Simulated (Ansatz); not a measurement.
**TiCo (Pm-3m): a single-point run**

Aim: a sound single-point run of TiCo (Pm-3m). The structure is shown as the input types it.

Method: DFT PBE, spin-orbit coupling, plane waves, PAW, in Ansatz 0.2.0.

1 further run of the same task is left out (set aside as unsound or not needed).

### Step 1. Starting point

It takes space group Pm-3m (No. 221, cubic). The conventional cell has a = 2.985 Å, b = 2.985 Å, c = 2.985 Å, α = 90.00°, β = 90.00°, γ = 90.00°. Around Ti (site symmetry m-3m) lie 8 Co at 2.59 Å. Co (site symmetry m-3m) has 8 Ti at 2.59 Å as nearest neighbours.

As a file:

```
CELL_PARAMETERS angstrom
2.98500 0.00000 0.00000
0.00000 2.98500 0.00000
0.00000 0.00000 2.98500
ATOMIC_POSITIONS crystal
Ti 0.00000 0.00000 0.00000
Co 0.50000 0.50000 0.50000
```

### Step 2. Running it

The input, input.yaml:

```yaml
crystal:
  lattice:
    - [2.9850037129, 0.0, 0.0]
    - [0.0, 2.9850037129, 0.0]
    - [0.0, 0.0, 2.9850037129]
  atoms:
    - { symbol: Ti, position: [0.0, 0.0, 0.0], spin: 0.32, spin_axis: [0.0, 0.0, 1.0] }
    - { symbol: Co, position: [0.5, 0.5, 0.5], spin: 1.35, spin_axis: [0.0, 0.0, 1.0] }
basis:
  ecutwfc: 420
  ecutrho_ratio: 4
kpoints:
  mp_grid: { grid: [12, 12, 12] }
hamiltonian:
  xc: pbe
scf:
  occupations: { method: methfessel_paxton, width: 5.0 }
  max_iter: 75
output:
  forces: true
  stress: true
magnetization:
  noncollinear: true
  spin_orbit: true
```

On the command line:

```sh
ansatz run input.yaml --threads 4 --pin off --max-ram 7168MiB --backend cpu --events-out ev --progress --plain --runs-dir out
```

Output (excerpt; [...] marks lines left out):

```text
Warning: output.stress: scf.convergence.dr2_threshold = 1e-7 eV (the SCF's general default) is looser than the 2e-10 eV advised for a printed stress (1e-10 eV for each atom of the cell: 2). What an SCF threshold leaves in a stress goes as its square root, and in the free energy as the [...]
Warning: RAYON_NUM_THREADS=4 ignored (pool sized by the plan → 4); use --threads N
band count auto-derived: 60 (N_el = 29.0; filled up to band 29; 38 by the electrons, moments and atoms)
[...]
Pseudopotentials: kind: paw_fr
Pseudopotential: Ti, paw_fr, valence charge 12, recommended cutoff 420 eV (normal), Ti.paw.azcp#standard-fr
Pseudopotential: Co, paw_fr, valence charge 17, recommended cutoff 420 eV (normal), Co.paw.azcp#standard-fr
Functional definition: PBE
[...]
Crystal: 2 atoms, lattice volume = 26.597 Å³
Basis set: ecut = 420 eV, 485 PW (Γ), exchange–correlation on 40×40×40 points (8 copies of the dense FFT grid, shifted against one another)
Bands: 60, of which v1, the nominal top of the filled ones, is band 29 counted from 1 (28 counted from 0)
Symmetry: 8 space group operations + 8 with time reversal
Magnetic group: BNS 123.345 (UNI 1005), of the structure as read, at distance tolerance 3.0e-5 Å
k-points: 196 of 1728 (time reversal used)
Projection manifold: j_resolved (fully-relativistic pseudo-atomic orbitals)
[...]
Starting moments: Σ|m| = 1.67 μB on 2 of 2 sites
[...]
SCF iter   1: F=—  HF=-7628.365905 eV  |F-HF|=—  |Δ(HF+E_count)|=         —  Δρ=1.05e-1  dr2=1.19e0  dr2_m=6.75e-1  ethr=3.10e-3  |M|=8.01e-1 ∫|m|=8.01e-1 μB  |m|>n=0.0e0 m-floor=0.0e0 τ_xc=0.0e0 mc-row=0.0e0  β_m=0.30  ⟨swp⟩=7.9  Hψ=54492  notcnv=0
[...]
spin-set hold released at iteration 9 (site moments contracting): the magnetisation degrees of freedom join the quasi-Newton model from the next iteration; the mixer history was flushed
[...]
SCF iter  20: F=-7628.429468 eV  HF=-7628.429468 eV  |F-HF|=3.12e-10  |Δ(HF+E_count)|=  1.06e-10  S|Δr|=    0.00e0  Δρ=1.13e-6  dr2=3.47e-10  dr2_m=5.52e-12  ethr=4.14e-12  |M|=1.80e-8 ∫|m|=3.59e-6 μB  |m|>n=0.0e0 m-floor=0.0e0 τ_xc=1.0e-14 mc-row=0.0e0  ⟨swp⟩=2.0  Hψ=15165  notcnv=0
WARN: the starting moments were not kept: the SCF closed with an absolute magnetisation of 3.5e-6 μB, where they sum to 1.67 μB in size (2 sites). That is at most 0.1 of that sum. Measured as dr2_m measures the in/out step, that magnetisation stands 5.2e-12 eV from none, at or under the [...]
SCF converged after 20 iterations
Stability not checked: this state was not tested for a lower state beside it, because cold or Methfessel-Paxton smearing, or corrected tetrahedra, fill the levels in a way that the test cannot read (fill_not_monotonic; see scf.lower_state_search)
Magnetization: |M| = 0.0000 μB,  M = (-0.0000, +0.0000, +0.0000) μB
Absolute magnetization: 0.0000 μB (∫|m|, with the PAW one-centre terms)
  site 0: m = (-0.0000, -0.0000, -0.0000) μB, |m| = 0.0000 μB  (R = 1.07 Å)
  site 1: m = (-0.0000, +0.0000, -0.0000) μB, |m| = 0.0000 μB  (R = 1.07 Å)
Free energy (F): -7628.429468 eV
[...]
E sigma→0 (E₀):  -7627.032735 eV
Entropy (-TS):   -5.586930 eV (-2793.465 meV/atom)
Fermi energy:    16.724557 eV
Step filling:    the computed levels leave a gap of 0.0000 eV = 0.0 smearing widths at the electron count; against every level under it full and every level over it empty, smearing changes F+E_penalty+E_count by -861.754 meV and its σ→0 estimate by +534.978 meV
[...]
--- Forces (eV/Å), atoms counted from 1 ---
  atom   1  Ti    -0.00000000     0.00000000     0.00000000
  atom   2  Co    -0.00000000     0.00000000     0.00000000
[...]
--- Stress (GPa, compression-positive) ---
       25.737172       0.000000       0.000000
        0.000000      25.737172       0.000000
        0.000000       0.000000      25.737173
  P = ⅓ Tr σ = 25.7372 GPa (257.372 kbar)
```

It took 42 s on 4 threads of Arm Neoverse V2, shared host; peak memory 0.93 GiB.

### Step 3. Checking the result

The program finished normally, with warnings (seeded moment not kept, stress scf threshold loose). It gives a pressure of 26 GPa, which is large; a structure far from rest gives such values too, whatever the setting.

Look at the input: scf.occupations.method is methfessel_paxton; scf.occupations.width is 5.0. Occupations are smeared over electronvolts, wider than many features of the bands.

To check: set scf.occupations.method to gaussian and scf.occupations.width to 0.05.

### Step 4. Second run, to compare

Besides the cure, the input differs in starting moments or positions, scf.max_iter, output requests.

The input, input.yaml:

```yaml
crystal:
  lattice:
    - [2.9850037129, 0.0, 0.0]
    - [0.0, 2.9850037129, 0.0]
    - [0.0, 0.0, 2.9850037129]
  atoms:
    - { symbol: Ti, position: [0.0, 0.0, 0.0], spin: 0.05, spin_axis: [0.0, 0.0, 1.0] }
    - { symbol: Co, position: [0.5, 0.5, 0.5], spin: 1.01, spin_axis: [0.0, 0.0, 1.0] }
basis:
  ecutwfc: 420
  ecutrho_ratio: 4
kpoints:
  mp_grid: { grid: [12, 12, 12] }
hamiltonian:
  xc: pbe
scf:
  occupations: { method: gaussian, width: 0.05 }
output:
  forces: true
  stress: true
  eigenvalues: true
  populations: true
magnetization:
  noncollinear: true
  spin_orbit: true
```

On the command line:

```sh
ansatz run input.yaml --threads 4 --pin off --max-ram 7168MiB --backend cpu --events-out ev --progress --plain --runs-dir out
```

The main lines of its log:

```text
[...]
Basis set: ecut = 420 eV, 485 PW (Γ), exchange–correlation on 40×40×40 points (8 copies of the dense FFT grid, shifted against one another)
[...]
Magnetic group: BNS 123.345 (UNI 1005), of the structure as read, at distance tolerance 3.0e-5 Å
k-points: 196 of 1728 (time reversal used)
[...]
SCF iter   1: F=—  HF=-7628.114317 eV  |F-HF|=—  |Δ(HF+E_count)|=         —  Δρ=1.95e-1  dr2=1.21e1  dr2_m=5.54e-1  ethr=3.10e-3  |M|=3.56e-1 ∫|m|=4.27e-1 μB  |m|>n=0.0e0 m-floor=0.0e0 τ_xc=0.0e0 mc-row=0.0e0  β_m=0.30  ⟨swp⟩=7.1  Hψ=35834  notcnv=0  defer=16
preconditioner: auto → none  [metal: Δε(μ)=0.018 eV  Ē_g=5.062 eV  σ=0.050 eV  W_gap=0.20  n_scr=6 (ndim 8)  ℏωp=26.0 eV  f_vac=0.000  D(μ)=0.76/eV (n_scr^D=6)  sad-step TF]
SCF iter   2: F=—  HF=-7627.714583 eV  |F-HF|=—  |Δ(HF+E_count)|=   4.00e-1  Δρ=2.50e-1  dr2=1.06e1  dr2_m=7.20e-2  ethr=3.10e-3  |M|=8.24e-1 ∫|m|=9.53e-1 μB  |m|>n=0.0e0 m-floor=0.0e0 τ_xc=4.9e-5 mc-row=0.0e0  β_m=0.30  ⟨swp⟩=2.9  Hψ=16652  notcnv=0  defer=56
[...]
SCF iter  22: F=—  HF=-7626.942885 eV  |F-HF|=—  |Δ(HF+E_count)|=   1.39e-6  Δρ=8.58e-5  dr2=1.56e-6  dr2_m=4.92e-8  ethr=1.04e-9  |M|=8.87e-1 ∫|m|=1.08e0 μB  |m|>n=0.0e0 m-floor=0.0e0 τ_xc=8.9e-4 mc-row=0.0e0  β_m=0.95  ⟨swp⟩=2.0  Hψ=12686  notcnv=0  defer=56
SCF iter  23: F=-7626.942885 eV  HF=-7626.942885 eV  |F-HF|=1.29e-9  |Δ(HF+E_count)|=   2.91e-8  Δρ=9.49e-6  dr2=6.62e-9  dr2_m=5.49e-9  ethr=3.45e-10  |M|=8.87e-1 ∫|m|=1.08e0 μB  |m|>n=0.0e0 m-floor=0.0e0 τ_xc=8.9e-4 mc-row=0.0e0  ⟨swp⟩=7.6  Hψ=31105  notcnv=
[...]
SCF converged after 23 iterations
Magnetization: |M| = 0.8870 μB,  M = (-0.0000, +0.0000, +0.8870) μB
[...]
Free energy (F): -7626.942885 eV
[...]
E sigma→0 (E₀):  -7626.941356 eV
[...]
Fermi energy:    16.708190 eV
[...]
  P = ⅓ Tr σ = 0.0017 GPa (0.017 kbar)
[...]
```

Wall time 30 s (4 threads of Arm Neoverse V2, shared host); peak memory 0.75 GiB.

```csv
run,ending,energy change,pressure (GPa),gap (eV),abs. moment (μB),force (eV/Å),cycles,time
first try,converged,-45.7 meV/atom (σ→0),25.7,0.00,0.00,0.00,20,42 s
second try,converged,0,0.0,0.00,1.09,0.00,23,30 s
```

### Step 5. What came out

```
                           quantity                      value
                          first try   converged, 20 SCF cycles
                 fault in the input      smearing far too wide
                         second try   converged, 23 SCF cycles
energy (zero set by the potentials)              -7626.9429 eV
                           pressure                   0.00 GPa
                    gap on the mesh  none (metal on this mesh)
                    absolute moment                    1.09 μB
                      largest force                 0.000 eV/Å
```

Both runs converge, but the first lies -45.7 meV/atom from the second (σ→0 energies, a poor extrapolation at such a width); on mending, the pressure goes from 25.7 to 0.0 GPa, the absolute moment goes from 0.00 to 1.09 μB. The second, on usual settings, is the one to trust of the two, though its own convergence isn't tested here.
